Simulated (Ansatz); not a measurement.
# CuO (wurtzite type): the cost of one run

Program: Ansatz 0.2.0. Level of theory: DFT PBE, scalar-relativistic. These are calculated values, not measurements.

**1. The starting structure**

The structure is hexagonal, space group P6_3mc (No. 186). Conventional cell: a = 3.159 Å, b = 3.159 Å, c = 5.149 Å, α = 90.00°, β = 90.00°, γ = 120.00°. Cu (site symmetry 3m) is surrounded by 4 O at 1.93 to 1.94 Å. O (site symmetry 3m) is surrounded by 4 Cu at 1.93 to 1.94 Å.

Coordinates:

```cif
data_structure
_symmetry_space_group_name_H-M 'P 1'
_symmetry_Int_Tables_number 1
_cell_length_a 3.1589
_cell_length_b 3.1589
_cell_length_c 5.1489
_cell_angle_alpha 90.000
_cell_angle_beta 90.000
_cell_angle_gamma 120.000
_cell_volume 44.49
loop_
_atom_site_label
_atom_site_type_symbol
_atom_site_fract_x
_atom_site_fract_y
_atom_site_fract_z
_atom_site_occupancy
Cu1 Cu 0.33333 0.66667 0.00000 1
Cu2 Cu 0.66667 0.33333 0.50000 1
O1 O 0.33333 0.66667 0.37600 1
O2 O 0.66667 0.33333 0.87600 1
```

Atoms are numbered in the order of the input: Cu1, Cu2, O3, O4.

**2. Relaxing the guess with PAW**

File input.yaml:

```yaml
crystal:
  lattice:
    - [3.1588556782, 0.0, 0.0]
    - [-1.5794278391, 2.7356492642, 0.0]
    - [0.0, 0.0, 5.1489347554]
  atoms:
    - { symbol: Cu, position: [0.3333333333, 0.6666666667, 0.0] }
    - { symbol: Cu, position: [0.6666666667, 0.3333333333, 0.5] }
    - { symbol: O, position: [0.3333333333, 0.6666666667, 0.376] }
    - { symbol: O, position: [0.6666666667, 0.3333333333, 0.876] }
kpoints:
  mp_grid: { grid: [13, 13, 7] }
scf:
  occupations: { method: fermi_dirac, width: 0.05 }
hamiltonian:
  xc: pbe
  pseudopotentials: { kind: paw }
output:
  forces: true
  stress: true
relax:
  f_tol: 0.005
  max_steps: 80
  cell: {}
```

On the command line:

```bash
$ ansatz run input.yaml --threads 1 --pin off --max-ram 4096MiB --backend cpu --events-out ev --progress --plain --runs-dir out
```

Q: Estimate wall time and peak memory on 1 thread of AMD EPYC 7R43 (Zen 3), shared host.

About 75 s, with a peak of 0.43 GiB.
